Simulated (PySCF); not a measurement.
# Identify the compound

An unknown has the formula C₄H₁₀O. Its calculated NMR data are:

$^{1}$H NMR (300 MHz, computed): δ 3.33 (m, 4H), 1.19 (m, 6H).

$^{13}$C{$^{1}$H} NMR (computed): δ 70.5 (CH2), 18.2 (CH3).

[PySCF 2.14.0 with density-fitted response routines: NMR shieldings at B97-2/pcSseg-2/GIAO; couplings computed with B3LYP/pcJ-1 (without the spin–dipole term); PBE0-D3(BJ)/def2-SVP geometry; gas phase; single conformer; rapidly exchanging positions averaged; no relativistic terms]

δ = σ(ref) − σ, references computed at the same level: $^{1}$H, $^{13}$C vs TMS.

Q: Deduce the structure.

A: 
- The formula gives 0 degrees of unsaturation.
- 2 carbon signals for 4 carbons: some carbons are equivalent by symmetry or fast rotation.
- Carbon types of the structure: 2 × CH2, 2 × CH3, which accounts for all hydrogens.
- δC 70.5: sp3 CH2 bonded to O; pulled downfield by the heteroatom.
- δC 18.2: methyl carbon; a saturated carbon with 1 carbon neighbour and no heteroatom attached.
- δH 3.33: hydrogen on an sp3 CH2 bonded to O; its carbon carries O, hence the downfield position.
- δH 1.19: hydrogen on a methyl carbon.

These data were computed for Ethoxy ethane (SMILES CCOCC).

The shifts were computed for this structure.

Multiplet labels drop couplings under 1 Hz and merge nearly equal ones. Couplings among chemically equivalent protons are left out too, so labels in AA′BB′ or AA′XX′ sets are apparent multiplicities. Unscaled 3J(H,H) at this level run about 10 % above measured values. Shifts are as computed. Against solution values, carbons near 30 ppm lie about +4 ppm off and those near 130 ppm about +7 ppm. Of 1211 compounds with measured shifts, 218 miss one by over three times the rms of a fit or turn the order of signals round; such compounds aren't used in these exercises.
